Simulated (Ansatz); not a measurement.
## TePt: computed properties

Method: DFT PBEsol, scalar-relativistic, plane waves, PAW (Ansatz).

Settings: cutoff 420 eV, Γ-centred mesh 12×12×12 on the computed 4-atom cell, Gaussian smearing of 0.10 eV; no spin polarisation.

The structure is relaxed at this level of theory with its symmetry kept. Whether it is the stable form of this composition wasn't checked.

```
Te Pt
1.0
     1.98195    1.14428    6.61091
    -1.98195    1.14428    6.61091
     0.00000   -2.28856    6.61091
Te Pt
2 2
Direct
  0.59848 0.59848 0.59848
  0.40152 0.40152 0.40152
  0.86981 0.86981 0.86981
  0.13019 0.13019 0.13019
```

| Item | Value |
| --- | --- |
| Space group | R-3m (No. 166) |
| Volume per atom | 22.49 Å³ |
| Formation energy from the elements' standard states (uncorrected) | -0.338 eV/atom |
| Kohn–Sham band gap | none (metal) |
| Density of states at the Fermi level | 1.90 states/eV per cell |
| Löwdin character within 0.5 eV of the Fermi level | Te 5p 61 %, Pt 5d 27 %, unprojected 6 % |
| Bader charges (e) | Te (2 in the cell) 0.41, Pt (2 in the cell) -0.41 |

Spin-orbit coupling is left out, which matters for the bands of heavy elements.